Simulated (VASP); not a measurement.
Crystal: TiSi.

```xyz
2
Lattice="3.2446 0.0000 0.0000 0.0000 3.2446 0.0000 0.0000 0.0000 3.2446" Properties=species:S:1:pos:R:3 pbc="T T T"
Ti    0.0000    0.0000    0.0000
Si    1.6223    1.6223    1.6223
```

The cell was built by a generator and needn't be a form met in nature.

```yaml
Program: VASP 6.6.1
Task: relaxation of cell and atoms
Functional: PBE
Potentials_or_basis: VASP PAW PBE potentials, release 64 (Ti_sv, Si)
Cutoff: 520 eV
k_mesh: 6 × 6 × 6
Occupations: gaussian, width 0.15 eV
Spin: no spin polarisation
```

At the start: pressure -11.4 GPa; volume 17.08 Å³/atom.

**Question.** Where does the relaxation end?

**Answer.** Over 3 steps the energy falls by 78.1 meV/atom and the volume is 15.14 Å³/atom (-11.3 %); space group Pm-3m (No. 221, to 0.05 Å).

Step by step:
| step | energy change (eV) | largest force (eV/Å) | pressure (GPa) | volume (Å³) |
| --- | --- | --- | --- | --- |
| 1 | 0.0000 | 0.0000 | -11.41 | 34.16 |
| 2 | -0.1084 | 0.0000 | 7.54 | 28.49 |
| 3 | -0.1562 | 0.0000 | -0.05 | 30.29 |

Final structure:
```
CELL_PARAMETERS angstrom
3.11717 0.00000 0.00000
0.00000 3.11717 0.00000
0.00000 0.00000 3.11717
ATOMIC_POSITIONS crystal
Ti 0.00000 0.00000 0.00000
Si 0.50000 0.50000 0.50000
```
